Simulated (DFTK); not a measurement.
# Al: band structure with BJ06

Crystal: Al.

```xyz
1
Lattice="0.0000 2.0248 2.0248 2.0248 0.0000 2.0248 2.0248 2.0248 0.0000" Properties=species:S:1:pos:R:3 pbc="T T T"
Al    0.0000    0.0000    0.0000
```

| Quantity | Value |
| --- | --- |
| Program | DFTK 0.8.2 |
| Task | band structure |
| Functional | BJ06 |
| Potentials or basis | SG15 1.2 (PBE) |
| Cutoff | 1225 eV |
| k mesh | 11 × 11 × 11 |
| Occupations | fermi-dirac, width 0.05 eV |
| Spin | no spin polarisation |
| Valence electrons | Al 11 |
| SCF tolerance on the density | 1e-06 |

| Quantity | Value |
| --- | --- |
| Band gap on the k mesh | none (metal or under the smearing width) |

Levels at the corners of the path, in eV from the Fermi level:
```csv
point,band 5,band 6,band 7,band 8,band 9,band 10
Γ,-11.11,12.71,12.71,12.71,13.95,13.95
X,-2.97,-1.57,5.27,5.52,5.52,9.04
W,-0.89,-0.89,0.24,1.02,15.82,15.82
K,-1.93,-1.36,-0.41,6.50,8.19,15.66
Γ,-11.11,12.71,12.71,12.71,13.95,13.95
L,-4.58,-4.41,11.25,11.25,11.58,11.58
U,-1.93,-1.36,-0.41,6.50,8.19,15.66
W,-0.89,-0.89,0.24,1.02,15.82,15.82
L,-4.58,-4.41,11.25,11.25,11.58,11.58
K,-1.93,-1.36,-0.41,6.50,8.19,15.66
U,-1.93,-1.36,-0.41,6.50,8.19,15.66
X,-2.97,-1.57,5.27,5.52,5.52,9.04
```

It took 110 s on 1 thread of AMD EPYC 7R43 64-Core Processor (Zen 3), on a shared host, peak memory 1.5 GiB.

Caveat: the program leaves the constant c of mgga_x_tb09 at 1, so the potential is Becke-Johnson's (BJ06) and not Tran and Blaha's, with levels but no total energy.
